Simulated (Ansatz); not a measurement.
# C (P6_3/mmc), one atom moved over a plane

These are results of Ansatz, DFT r2SCAN, scalar-relativistic, plane waves, PAW, not measurements. Cutoff 500 eV, Γ-centred 12×12×6 k-points, Gaussian smearing of 0.05 eV. No spin polarisation. Energies are free energies at this smearing, counted from the undisturbed cell; pressure is positive in compression.

Reference structure (relaxed at this level):

```xyz
4
Lattice="2.5032 0.0000 0.0000 -1.2516 2.1678 0.0000 0.0000 0.0000 4.1689" Properties=species:S:1:pos:R:3 pbc="T T T"
C     0.0000    1.4452    0.2615
C     1.2516    0.7226    2.3460
C     0.0000    1.4452    1.8229
C     1.2516    0.7226    3.9074
```

Atom 1 (C) is moved by p along (0.000, 1.000, 0.000) and q along (0.000, 0.000, 1.000) (Å), all else fixed. Points are written (p, q).

Energy above the undisturbed cell in eV/cell (a dash: not computed):

```
 p \ q  -0.450  -0.225  0.000  0.225  0.450
-0.450    6.60    4.02   2.28      ?   6.36
-0.225    4.62    2.11   0.80   1.89   7.09
 0.000    3.47    1.05   0.00   1.49   7.46
 0.225    5.25    2.64   1.15      ?   7.18
 0.450   12.54       ?   5.26      ?   6.87
```

Question: Fill in the withheld energies.

Answer: (-0.450, 0.225): 2.66; (0.225, 0.225): 2.09; (0.450, -0.225): 8.83; (0.450, 0.225): 4.15.